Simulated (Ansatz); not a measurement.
From the elastic tensor of HfS$_{2}$ at 7 GPa (stress–strain coefficients) to moduli and sound speeds

All numbers below come from DFT PBEsol, scalar-relativistic, plane waves, PAW in Ansatz. Plane waves to 420 eV; Γ-centred k mesh 12×12×8; Fermi-Dirac smearing of 0.15 eV. No spin polarisation.

The structure is trigonal, space group P-3m1 (No. 164). Conventional cell: a = 3.488 Å, b = 3.488 Å, c = 5.381 Å, α = 90.00°, β = 90.00°, γ = 120.00°. Hf (site symmetry -3m) has 6 S at 2.50 Å as nearest neighbours. Around S (site symmetry 3m) lie 3 Hf at 2.50 Å.

Without a gap, frequencies and elastic constants depend on the k mesh and the smearing, soft modes and shear constants most. The crystal is built of layers and no dispersion correction was added, so the binding between them is poorly described, and with it their spacing and whatever depends on it. Spin–orbit coupling is left out, which matters for heavy elements. A semilocal functional can close a gap that the real compound has.

Relaxed-ion constants (GPa, on the Cartesian axes of the calculation):
C11 = 177.4, C12 = 41.3, C13 = 34.3, C14 = -10.3, C22 = 177.4, C23 = 34.3, C24 = 10.3, C33 = 127.3, C44 = 33.1, C55 = 33.1, C56 = -10.3, C66 = 68.0 GPa; the others vanish.

Density 7.107 g/cm³; 3 atoms in 56.68 Å³.

The values that follow are for a polycrystal of randomly turned grains, by Hill's mean where one number stands.

With S = C⁻¹: B_V = (C11+C22+C33+2(C12+C13+C23))/9, G_V = (C11+C22+C33−C12−C13−C23+3(C44+C55+C66))/15, 1/B_R = S11+S22+S33+2(S12+S13+S23), 15/G_R = 4(S11+S22+S33−S12−S13−S23)+3(S44+S55+S66); Hill is their mean. Then v_l = √((B+4G/3)/ρ), v_t = √(G/ρ), v_m = [(2/v_t³+1/v_l³)/3]^(−1/3) and Θ = (ħ/k_B)·v_m·(6π²n/V)^(1/3) for n atoms in the volume V; E = 9BG/(3B+G), ν = (3B−2G)/(2(3B+G)) and A^U = 5G_V/G_R + B_V/B_R − 6.

```json
{
  "Bulk modulus, Voigt / Reuss / Hill": "78.0 / 75.8 / 76.9 GPa",
  "Shear modulus, Voigt / Reuss / Hill": "51.7 / 44.4 / 48.1 GPa",
  "Young's modulus": "119 GPa",
  "Poisson ratio": "0.241",
  "Pugh ratio B/G": "1.60",
  "Universal anisotropy index": "0.84",
  "Longitudinal and transverse sound speeds": "4453 and 2600 m/s",
  "Debye temperature from the mean sound speed": "322 K"
}
```

The bands only touch here, so at this level the crystal is a zero-gap semiconductor or semimetal, not an ordinary metal; spin–orbit coupling, left out, can open or move such a gap.

Cost: 1 run of about 11 core-minutes, on Arm Neoverse V1 (shared hosts).

The compressed crystal remains clearly anisotropic, but more in shear than in compression. C11 exceeds C33 (177.4 against 127.3 GPa), while C66 is about twice C44 (68.0 against 33.1 GPa). In-plane deformation strains the polar-covalent Hf–S network, whereas sliding the layers mainly works against weak interlayer forces. The sizeable C33 suggests that pressure has already pushed facing sulfur layers into their repulsive range. Voigt and Reuss bounds nearly coincide for the bulk modulus but separate for the shear modulus, so the anisotropy index comes almost entirely from shear.

The tensor is positive definite, which supports stability against small homogeneous strains at this pressure, but not against finite-wavevector phonons or competing phases. HfS2 is a semiconductor at ambient pressure, with a gap between mainly S 3p and Hf 5d states. Compression broadens and shifts these bands, but the touching found here probably overstates the closure because of the functional's gap underestimation, and is no evidence of metallisation. Nor does the Pugh ratio, an isotropic average, predict ductility in a crystal that can cleave between its layers.
